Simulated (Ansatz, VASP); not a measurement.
# Two plane-wave programs on WC

```
W C
1.0
     2.92172    0.00000    0.00000
    -1.46086    2.53029    0.00000
     0.00000    0.00000    2.84724
W C
1 1
Direct
  0.00000 0.00000 0.00000
  0.33333 0.66667 0.50000
```

Alike in both runs: functional PBE; k mesh 18 × 18 × 16; occupations gaussian, width 0.1 eV; no spin polarisation.

Ansatz relaxed the structure, and its values are those at the end. VASP's run is a single point on that final structure, the one shown.

```csv
,VASP,Ansatz
version,VASP 6.6.1,Ansatz 0.2.0
potentials or method,"VASP PAW PBE potentials, release 64 (W_sv, C)","scalar-relativistic, plane waves, PAW"
plane-wave cutoff (eV),520,420
valence electrons in the cell,18,18
```

Ansatz gave:

- gap on the k mesh at the Fermi level (eV): none
- pressure (GPa): 0.0

Problem. Which values does VASP return?

Solution. gap on the k mesh at the Fermi level (eV): none; pressure (GPa): 1.1.

A gap of «none» marks a metal or a gap that the smearing closes.

Spin-orbit coupling is left out, which matters for the levels of W.
